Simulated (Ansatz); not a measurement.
The system is Ti.

```xyz
1
Lattice="-1.6410 1.6410 1.6410 1.6410 -1.6410 1.6410 1.6410 1.6410 -1.6410" Properties=species:S:1:pos:R:3 pbc="T T T"
Ti    0.0000    0.0000    0.0000
```

This isn't the form of Ti at room conditions, which is hcp.

Program: Ansatz 0.2.0. Alike in all runs: potentials or basis all-electron LAPW, scalar-relativistic; no spin polarisation; cell as given; k mesh 11 × 11 × 11; cutoff (eV) 227; basis error allowed 0.001 eV/atom.

Q: Order these runs on this cell by their pressure, lowest first.
A. level PBEsol; smearing fermi-dirac 0.05 eV
B. level PBE; smearing gaussian 0.013 eV
C. level LDA; smearing fermi-dirac 0.05 eV

A: C (-10.9 GPa), A (-6.8 GPa), B (-2.9 GPa).
